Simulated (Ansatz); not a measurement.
# GaAs: the cost of one run

Method: DFT r2SCAN, scalar-relativistic, plane waves, PAW, in Ansatz 0.2.0.

## Step 1: The system as given

The structure is cubic, space group F-43m (No. 216). The conventional cell has a = 5.654 Å, b = 5.654 Å, c = 5.654 Å, α = 90.00°, β = 90.00°, γ = 90.00°. Ga (site symmetry -43m) is surrounded by 4 As at 2.45 Å. As (site symmetry -43m) has 4 Ga at 2.45 Å as nearest neighbours.

Structure file:

```xyz
2
Lattice="0.0000 2.8268 2.8268 2.8268 0.0000 2.8268 2.8268 2.8268 0.0000" Properties=species:S:1:pos:R:3 pbc="T T T"
Ga    0.0000    0.0000    0.0000
As    4.2403    4.2403    4.2403
```

The structure comes from the Crystallography Open Database.

## Step 2: Probe: one point at the start

The input, input.yaml:

```yaml
crystal:
  lattice:
    - [0.0, 2.82685, 2.82685]
    - [2.82685, 0.0, 2.82685]
    - [2.82685, 2.82685, 0.0]
  atoms:
    - { symbol: Ga, position: [0.0, 0.0, 0.0] }
    - { symbol: As, position: [0.75, 0.75, 0.75] }
basis:
  ecutwfc: 500
kpoints:
  mp_grid: { grid: [6, 6, 6] }
hamiltonian:
  xc: r2scan
scf:
  occupations: { method: gaussian, width: 0.1 }
output:
  forces: true
  stress: true
  eigenvalues: true
```

Q: Estimate wall time and peak memory on 1 thread of an Arm CPU, shared host.

About 3.8 s, with a peak of 0.41 GiB.
